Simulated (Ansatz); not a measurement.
What does this script print? It uses Ansatz's Python interface.

The script, `si.py`:
```python
"""Band structure of Si."""

import ansatz as az
import numpy as np

xtal = (
    az.Lattice.of((2.444, 0.0, 0.0), (-1.222, 2.116566, 0.0), (0.0, 0.0, 4.152))
    .atom("Si", (1 / 3, 2 / 3, 0.25))
    .atom("Si", (2 / 3, 1 / 3, 0.75))
)

# high-symmetry points in fractions of the reciprocal vectors
path = [
    ("G", (0.0, 0.0, 0.0)),
    ("M", (0.5, 0.0, 0.0)),
    ("K", (0.33333, 0.33333, 0.0)),
    ("G", (0.0, 0.0, 0.0)),
    ("A", (0.0, 0.0, 0.5)),
    ("L", (0.5, 0.0, 0.5)),
]
model = (
    xtal.calculation()
    .functional("PBE")
    .basis(470)
    .kpoints(14, 14, 7)
    .occupations(az.OccupationsMethod.COLD, width=0.15)
    .band_structure([point for _, point in path], intervals=4)
    .scf(extra_bands=6)
)
planned = model.session().plan(threads=1)
facts = planned.describe()
print("plan:", facts["n_bands"], "bands,", len(facts["kpoints_frac"]), "k-points, plane waves", facts["n_pw_range"], "grid", facts["fft_dense"])
res = planned.execute()
summary = res.report

energy = summary["free_energy_ev"]
print("F of the Si cell: {:.6f} eV = {:.6f} Ry = {:.6f} Ha".format(energy, energy / 13.605693, energy / 27.211386))
print("Fermi level {:.4f} eV, {} k-points, {} symmetry operations".format(summary["fermi_energy_ev"], summary["n_kpoints"], summary["n_symmetry_ops"]))

bands = res.band_structure()
fermi = bands.fermi_energy_ev
print(f"zero of the bands: {fermi:.3f} eV, the Fermi level found on the SCF mesh")
for spin, channel in enumerate(bands.channels):
    print("channel", spin, "- computed levels within 6 eV of the Fermi level")
    for i, (label, _) in enumerate(path):
        levels = channel.eigenvalues_ev[i * 4] - fermi
        print(f"  {label:3s}", " ".join(f"{e:7.3f}" for e in levels if abs(e) < 6))
```

```console
$ python si.py
plan: 10 bands, 96 k-points, plane waves [488, 529] grid [18, 18, 30]
F of the Si cell: -1269.758041 eV = -93.325495 Ry = -46.662748 Ha
Fermi level 15.3448 eV, 96 k-points, 24 symmetry operations
zero of the bands: 15.345 eV, the Fermi level found on the SCF mesh
channel 0 - computed levels within 6 eV of the Fermi level
  G
  M    -2.279  -1.970  -1.036  -0.949   4.857
  K    -0.232   0.195   0.195   2.257   2.257   2.480
  G
  A     0.548   0.548
  L
```

Caveats:
- Absolute energies stand on the zero of these potentials, so only differences at equal settings mean something. A total without «per atom» is that of the whole cell that was run.
- The mesh is modest for a metal, so energies can be off by several to tens of meV an atom and pressures by half a GPa or more; differences at equal mesh fare better.
- An absolute Fermi energy rests on an arbitrary zero of the periodic potential and has no direct meaning.
- This isn't the structure that Si takes at ambient conditions.
- Gaps and levels are Kohn-Sham values on a finite set of k-points.
- It ran for 2.2 s on 1 thread of Arm Neoverse V1, on a shared host, peak memory 0.34 GiB.
